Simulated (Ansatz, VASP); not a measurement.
Two plane-wave programs on PbS

```
Pb S
1.0
     3.63513    0.00000    0.00000
     0.00000    3.63513    0.00000
     0.00000    0.00000    3.63513
Pb S
1 1
Direct
  0.00000 0.00000 0.00000
  0.50000 0.50000 0.50000
```

The cell was built by a generator and needn't be a form met in nature.

Alike in both runs: task single point; functional HSE06; k mesh 4 × 4 × 4; occupations fermi-dirac, width 0.02 eV; no spin polarisation.

|  | VASP | Ansatz |
| --- | --- | --- |
| version | VASP 6.6.1 | Ansatz 0.2.0 |
| potentials or method | VASP PAW PBE potentials, release 64 (Pb_d, S) | plane waves, PAW |
| plane-wave cutoff (eV) | 520 | 420 |
| valence electrons in the cell | 20 | 20 |

```csv
,VASP,Ansatz,Ansatz less VASP
pressure (GPa),-1.8,-1.6,+0.11
```

With one functional, cell and mesh, what is left measures potentials, basis and numerics. Ansatz warned: «filled_band_counts_differ_across_k_points».

Caveats: the k mesh is coarse (spacing up to 0.43 Å⁻¹), so the values aren't converged, least of all with exact exchange; the PAW data sets were made with another functional, which shifts forces and pressure a little (VASP). Spin-orbit coupling is left out, which matters for the levels of Pb.
